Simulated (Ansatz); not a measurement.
Runs of Ansatz 0.2.0 on WC. It takes space group Cmmm (No. 65, orthorhombic). Conventional cell: a = 3.281 Å, b = 4.236 Å, c = 4.309 Å, α = 90.00°, β = 90.00°, γ = 90.00°. W (site symmetry mmm) is surrounded by 4 W at 2.68 Å and 8 C at 2.71 to 3.02 Å. Around C (site symmetry mmm) lie 4 C at 2.68 Å and 8 W at 2.71 to 3.02 Å. The cell was built by a generator and needn't be a form met in nature.

```tsv
task	level	cell	points for each segment of the path	gap on the mesh (eV)	pressure (GPa)	relaxed volume (Å³/atom)
relaxation of cell and atoms	PBEsol	relaxed	-	none	0.0	11.32
relaxation of cell and atoms	PBE+D4	relaxed	-	none	0.0	11.40
band structure	RPBE	as given	14	none	-29.5	-
relaxation of cell and atoms	BLYP	relaxed	-	none	0.0	12.81
relaxation of cell and atoms	RPBE+D4	relaxed	-	none	0.0	(a)
```

Alike in all rows: potentials or basis Ansatz PAW; no spin polarisation; k mesh 10 × 10 × 6; cutoff (eV) 420; smearing fermi-dirac 0.05 eV.

Q: Fill in the values left out.

A: (a) 11.27.

Caveats: the plane-wave basis is chosen anew once the cell has moved, so the energies of steps on either side of that aren't comparable (some runs); the PAW data sets come from PBE, with cores solved anew for the run's functional, which leaves a small shift of forces and pressure (some runs); the volume moved by over 15 % at a fixed basis, so the end points are rough (some runs); the potentials were made for another functional, which shifts forces and pressure (some runs); pairwise dispersion overbinds metals, which lowers pressure and volume (some runs); a pressure of tens of GPa on the cell as given is suspect, and the run, the potentials or the cell itself is likely at fault (some runs).

A k mesh can miss the band edges, and the runs leave out spin-orbit coupling on W.

A gap of «none» marks a metal or a gap under the smearing width.

Not every run made on this cell is shown here.
